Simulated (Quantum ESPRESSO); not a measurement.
# P: zone-centre phonons under several settings

```
P
1.0
     1.64774   -5.46504    0.00000
     1.64774    5.46504    0.00000
     0.00000    0.00000    4.54364
P
4
Cartesian
  1.6477 -4.4173 2.6754
  1.6477 4.4173 1.8683
  1.6477 -1.0477 0.4035
  1.6477 1.0477 4.1401
```

All runs used Quantum ESPRESSO 7.5; no spin polarisation.

```csv
level,potentials,k mesh (s: shifted),geometry,cutoff (eV),occupations,volume (Å³/atom),pressure (GPa),lowest optical mode without the field (cm⁻¹),highest optical mode without the field (cm⁻¹)
rev-vdW-DF2,PseudoDojo 0.4.1 SR PBE standard,7 × 7 × 5,"given cell, atoms relaxed",599,"cold, width 0.272 eV",20.46,-0.8,120,455
PBE,PseudoDojo 0.4.1 SR PBE standard,7 × 7 × 5,relaxed cell,599,"smeared at first, fixed for the response",21.22,0.0,118,455
PBEsol,GBRV 1.5 PBEsol,6 × 6 × 4,relaxed cell,612,"cold, width 0.2 eV",?,0.0,?,?
```

Question: What stands in the row left open?

Answer: Volume 17.55 Å³/atom; lowest optical mode without the field 70 cm⁻¹; highest optical mode without the field 446 cm⁻¹.

Caveats: the mesh is thin for the phonons of a metal (some runs); the layers were relaxed without a dispersion term, so their spacing and the soft interlayer modes are unreliable (some runs); the potentials were made for another functional, which shifts forces and pressure (some runs); this smearing can shift energies of a crystal with a gap (some runs); on a mesh that holds Γ this program's dielectric tensor can be off by some percent beyond the error of the mesh (some runs).

For the row left open. Caveat: the k mesh is coarse; the mesh is thin for the phonons of a metal; the layers were relaxed without a dispersion term, so their spacing and the soft interlayer modes are unreliable.
